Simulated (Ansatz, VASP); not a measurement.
# Two plane-wave programs on BN

```
B N
1.0
     2.57987    0.00000    0.00000
    -1.28994    2.23424    0.00000
     0.00000    0.00000    4.26634
B N
2 2
Cartesian
  1.2899 0.7447 4.2655
  0.0000 1.4895 2.1323
  1.2899 0.7447 2.6673
  0.0000 1.4895 0.5341
```

Alike in both runs: task relaxation of shape and atoms at fixed volume; functional PBE; k mesh 12 × 12 × 6; occupations gaussian, width 0.02 eV; no spin polarisation.

|  | VASP | Ansatz |
| --- | --- | --- |
| version | VASP 6.6.1 | Ansatz 0.2.0 |
| potentials or method | VASP PAW PBE potentials, release 64 (B, N) | scalar-relativistic, plane waves, PAW |
| plane-wave cutoff (eV) | 600 | 420 |
| valence electrons in the cell | 16 | 16 |

|  | VASP | Ansatz | Ansatz less VASP |
| --- | --- | --- | --- |
| gap on the k mesh at the Fermi level, each at its own relaxed structure (eV) | 5.27 | 5.28 | +0.018 |
| relaxed volume (Å³/atom) | 6.15 | 6.15 | 0.000 |
| relaxed cell length with the largest relative difference (Å) | 4.266 | 4.266 | 0.0000 |

A k mesh can miss the band edges. A hybrid or GW would open this gap; PBE tends to underestimate it.
